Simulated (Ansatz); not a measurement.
The cell is COD entry 9012192, as deposited and not checked against the literature; nothing was relaxed.

An input for WS2 and the output that it gave: DFT, PBE, PAW with Ansatz's default frozen-core files, scalar-relativistic (Ansatz 0.2.0).

Command: `ansatz run input.yaml --threads 1 --pin off --max-ram 4096MiB --backend cpu --events-out ev --progress --plain --runs-dir out` The run took 52 s on 1 thread of Intel(R) Xeon(R) Platinum 8375C CPU @ 2.90GHz (Ice Lake) (shared host), peak memory 0.61 GiB.

```yaml
crystal:
  lattice:
    - [1.5790003843, 0.9116362969, 6.16333]
    - [-1.5790003843, 0.9116362969, 6.16333]
    - [0.0, -1.8232725938, 6.16333]
  atoms:
    - { symbol: W, position: [0.0, 0.0, 0.0] }
    - { symbol: S, position: [0.7503, 0.7503, 0.7503] }
    - { symbol: S, position: [0.581, 0.581, 0.581] }
kpoints:
  mp_grid: { grid: [13, 13, 13] }
  band_path:
    path:
      - [0.0, 0.0, 0.0]
      - [0.5, 0.5, 0.5]
      - [0.8187478403, 0.1812521597, 0.5]
      - [0.5, -0.1812521597, 0.1812521597]
      - [0.5, 0.0, 0.0]
      - [0.0, 0.0, 0.0]
      - [0.3406260799, -0.3406260799, 0.0]
      - [0.6593739201, 0.0, 0.3406260799]
      - [0.5, 0.0, 0.5]
    npoints: 14
scf:
  occupations: { method: fermi_dirac, width: 0.08 }
hamiltonian:
  xc: pbe
  pseudopotentials: { kind: paw }
output:
  forces: true
  stress: true
  eigenvalues: true
  efg: { contact_densities: true }
  populations: true
  bader: true
  dos: { projected: true, de: 0.2, e_range: [-14, 8] }
  write_density: true
  write_potential: true
  elf: true
  volumetric_format: npy
```

The log:

```
basis.fft_grid_basis auto: the FFT boxes are laid along the combinations [[1, -1, 0], [0, 1, 0], [0, -1, 1]] of the cell's own vectors, 3.158, 6.427 and 3.158 Å long. The dense box has 24×45×24 points. Along the cell's own vectors, as sized, it would have 45×45×45, 3.52 times as many. Of the 6 symmetry operations that the crystal satisfies within crystal.symmetry.tolerance (time reversal apart; of a slab, those that keep its plane) the dense box along the cell's own vectors carries 6, and the one as laid loses 4 of those. basis.fft_grid_basis: typed keeps the cell's own vectors: state it where this run's energies or levels are differenced outside the engine with another run's, or held beside a run that keeps those vectors. Those combinations have planes normal to reciprocal vector 3, as the cell's own vectors have. Each planar average written beside output.write_density, output.write_potential has a row for each plane of the box: 24. The volumetric files lie along those combinations, not along the cell's own vectors: a cube or XSF file states them, and fields.json those of NumPy files.
W: output.efg is read without spin–orbit coupling, which moves field gradients at and beside such atoms by some per cent and up to a factor of two; PAW files take it under magnetization.noncollinear and magnetization.spin_orbit
Engine: ansatz 0.2.0
Pseudopotentials: kind: paw
Pseudopotential: W, paw, valence charge 14, recommended cutoff 420 eV (normal)
Pseudopotential: S, paw, valence charge 6, recommended cutoff 420 eV (normal)
Functional definition: PBE
  parameter kappa = 0.804
  parameter beta = 0.06672455060314922
  exchange = pbe_x(kappa = kappa, mu = beta*pi^2/3)
  correlation = pbe_c(beta = beta)
Crystal: 3 atoms, lattice volume = 53.232 Å³
Basis set: ecut = 420 eV, 1011 PW (Γ), FFT grids on a1−a2, a2, −a2+a3, exchange–correlation on 48×90×48 points (8 copies of the dense FFT grid, shifted against one another)
Bands: 17, of which v1, the nominal top of the filled ones, is band 13 counted from 1 (12 counted from 0)
Symmetry: 6 space group operations
Space group: R3m (ITA 160), of the structure as read, at distance tolerance 3.8e-5 Å
k-points: 231 of 2197 (time reversal used)
Non-local potential: W, projectors of the file, l = 0: 3, l = 1: 2, l = 2: 2, l = 3: 1
Non-local potential: S, projectors of the file, l = 0: 2, l = 1: 2, l = 2: 2
PAW form: soft (Blöchl's): semilocal exchange-correlation on the pseudo side does not see the compensation charge
PAW one-centre angular grid: W, 590 points (default); XC on 64 Gauss nodes
PAW one-centre angular grid: S, 110 points (default); XC on 64 Gauss nodes
Initial density: superposition of atomic densities (neutral atoms: chi_scale 0, normalization atom), corrected by the library's trained network
Initial wavefunctions: pseudopotential atomic-orbital guess
Functional: x = pbe(κ = 0.804, μ = 0.2195149727645171), c = pbe(β = 0.06672455060314922)
SCF iter   1: F=—  HF=-12191.361909 eV  |F-HF|=—  |Δ(HF+E_count)|=         —  Δρ=5.21e-3  dr2=7.16e-3  ethr=1.77e-3  ⟨swp⟩=5.7  Hψ=21977  notcnv=0
preconditioner: auto → none  [insulator: Δε(μ)=1.063 eV  Ē_g=8.846 eV  σ=0.080 eV  W_gap=1.00  n_scr=16 (ndim 8)  ℏωp=21.6 eV  f_vac=0.015  D(μ)=0.00/eV (n_scr^D=0)  ε∞_Penn≈7.0]
SCF iter   2: F=—  HF=-12191.366035 eV  |F-HF|=—  |Δ(HF+E_count)|=   4.13e-3  Δρ=3.40e-3  dr2=1.02e-2  ethr=2.75e-5  ⟨swp⟩=2.0  Hψ=7464  notcnv=0
SCF iter   3: F=—  HF=-12191.365968 eV  |F-HF|=—  |Δ(HF+E_count)|=   6.66e-5  Δρ=2.24e-3  dr2=3.75e-3  ethr=2.75e-5  ⟨swp⟩=2.0  Hψ=5521  notcnv=0
SCF iter   4: F=—  HF=-12191.366388 eV  |F-HF|=—  |Δ(HF+E_count)|=   4.19e-4  Δρ=1.03e-3  dr2=4.59e-4  ethr=1.44e-5  ⟨swp⟩=2.2  Hψ=5065  notcnv=0
SCF iter   5: F=—  HF=-12191.366589 eV  |F-HF|=—  |Δ(HF+E_count)|=   2.01e-4  Δρ=3.22e-4  dr2=5.46e-5  ethr=1.77e-6  ⟨swp⟩=2.3  Hψ=5444  notcnv=0
SCF iter   6: F=—  HF=-12191.366576 eV  |F-HF|=—  |Δ(HF+E_count)|=   1.27e-5  Δρ=8.25e-5  dr2=2.23e-6  ethr=2.10e-7  ⟨swp⟩=2.1  Hψ=5528  notcnv=0
SCF iter   7: F=—  HF=-12191.366579 eV  |F-HF|=—  |Δ(HF+E_count)|=   2.34e-6  Δρ=1.94e-5  dr2=4.23e-7  ethr=8.58e-9  ⟨swp⟩=2.0  Hψ=6005  notcnv=0
SCF iter   8: F=-12191.366579 eV  HF=-12191.366579 eV  |F-HF|=8.43e-9  |Δ(HF+E_count)|=   8.48e-8  Δρ=5.29e-6  dr2=3.02e-8  ethr=3.85e-10  ⟨swp⟩=10.9  Hψ=30088  notcnv=0
SCF 1 converged in 8 iterations: F = -12191.366579 eV  dr2 = 3.02e-8
  greatest PAW one-centre occupation: 1.000 electrons in one spin orbital (limit 2), on the W atom at site 0 (counted from 0), in its partial waves of l = 0
NSCF: frozen V_eff on 113 k-points
SCF converged after 8 iterations
Free energy (F): -12191.366579 eV
Harris-Foulkes:  -12191.366579 eV  (|F-HF|=8.43e-9)
Internal energy: -12191.366552 eV  (E = F + TS)
E sigma→0 (E₀):  -12191.366565 eV
Entropy (-TS):   -0.000027 eV (-0.009 meV/atom)
Fermi energy:    12.197607 eV
--- Per-component energies (eV) ---
  E_band       = -186.625454
  E_kinetic    = 667.569817
  E_local      = -1756.903557  (includes V_loc(G=0)·N_el)
  E_nonlocal   = 57.427245
  E_hartree    = 698.091785
  E_xc         = -462.674997
  E_vxc        = -415.735420  (∫ρ·V_xc dr)
  E_paw        = -9763.196781  (= ΣΔE_a)
  E_vpaw       = -135.160565  (= ΣTr[D̂ρ^β])
  E_aug_tail   = -0.000062  (compensation charges beyond the density's cutoff)
  E_ewald      = -1631.680002
  E_smearing   = -0.000027  (= −TS)
  E_closure    = 0.000000  (closes the sum)
  Σ components = -12191.366579   (vs F -12191.366579, Δ=0.00e0)
--- Forces (eV/Å), atoms counted from 1 ---
  atom   1  W     -0.00000000    -0.00000000    -0.61030694
  atom   2  S      0.00000000     0.00000000     0.50880091
  atom   3  S      0.00000000    -0.00000000     0.10150251
  max |Σ_I F_I| component: 3.52e-6 eV/Å
--- Stress (GPa, compression-positive) ---
        4.409647       0.000000       0.000000
        0.000000       4.409647      -0.000000
        0.000000      -0.000000       4.935045
  P = ⅓ Tr σ = 4.5848 GPa (45.848 kbar)
--- PAW observables at the nuclei: V_zz in 10²¹ V/m², potentials from the cell's mean, atoms counted from 1 ---
  atom   1  W  V_zz =   -17.324866   η = 0.0000   by run symmetry: allowed
            electrostatic potential = -14806.061656 V   contact ρ = 8821988.425430 e/Å³
  atom   2  S  V_zz =    -4.925659   η = 0.0000   by run symmetry: allowed
            electrostatic potential = -1638.686365 V   contact ρ = 19770.306165 e/Å³
  atom   3  S  V_zz =    -4.150258   η = 0.0000   by run symmetry: allowed
            electrostatic potential = -1638.660299 V   contact ρ = 19770.839205 e/Å³
--- Band table (eV; the first three rows and the last of 231) ---
  k-point 0: bands = ["-62.8183", "-27.1219", "-26.9432", "-26.9432", "-3.9237", "-1.9299", "4.0931", "8.2065", "8.2065", "9.4559", "9.4559", "10.1764", "10.5542", "13.9417", "13.9417", "14.2857", "14.2857"]
  k-point 1: bands = ["-62.8172", "-27.1181", "-26.9646", "-26.9482", "-3.8217", "-1.9008", "4.2189", "7.9465", "8.3056", "9.0518", "9.2953", "10.2804", "10.6167", "13.8351", "14.0393", "14.0629", "14.2639"]
  k-point 2: bands = ["-62.8142", "-27.1073", "-27.0235", "-26.9618", "-3.5280", "-1.8169", "4.5671", "7.3235", "8.3361", "8.5730", "8.9216", "10.2171", "10.5727", "13.3523", "13.9588", "14.0946", "14.6038"]
  k-point 230: bands = ["-62.8172", "-27.1181", "-26.9646", "-26.9482", "-3.6009", "-2.3128", "5.2404", "7.7477", "7.9348", "8.2882", "9.3295", "9.4976", "11.5711", "13.9456", "14.0108", "14.0802", "14.2745"]
--- Löwdin populations: 3 sites ---
  site symbol       q [e]
     0      W     13.5484
     1      S      6.1007
     2      S      6.1151
  spilling = 0.009067 (of n_electrons = 26.000000)
--- Bader charges: 3 sites ---
  site symbol  charge [e]  shift [e]
     0      W      1.3710     0.0050
     1      S     -0.6916     0.0026
     2      S     -0.6794     0.0024
  estimated error of the sums over rays = 2.6e-4 e
```
